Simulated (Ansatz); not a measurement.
TiSe:

```xyz
4
Lattice="4.1784 0.0000 0.0000 0.0000 4.1784 0.0000 0.0000 0.0000 5.9844" Properties=species:S:1:pos:R:3 pbc="T T T"
Se    0.0000    2.0892    4.5515
Se    2.0892    0.0000    1.4329
Ti    0.0000    0.0000    0.0000
Ti    2.0892    2.0892    0.0000
```

The cell comes from a database or a generator and needn't be the stable form of this composition.

Base run:

* Program: Ansatz 0.2.0
* Functional: LDA
* Potentials or basis: Ansatz PAW
* Cutoff: 420 eV (not typed: the program's choice for these potentials)
* k mesh: 7 × 7 × 5
* Occupations: fermi-dirac, width 0.05 eV
* Spin: no spin polarisation

Its results: band gap on the k mesh none (metal or under the smearing width); pressure -4.9 GPa; largest force 0.631 eV/Å.

Problem. The run is repeated on the same cell with these changes: functional from LDA to r2SCAN; cutoff from 420 eV (not typed: the program's choice for these potentials) to 500 eV (not typed: the program's choice for these potentials). What comes out?

Solution. Band gap on the k mesh none (metal or under the smearing width); pressure -1.2 GPa; largest force 0.132 eV/Å.

Caveats: the PAW data sets come from PBE, with cores solved anew for the run's functional, which leaves a small shift of forces and pressure.
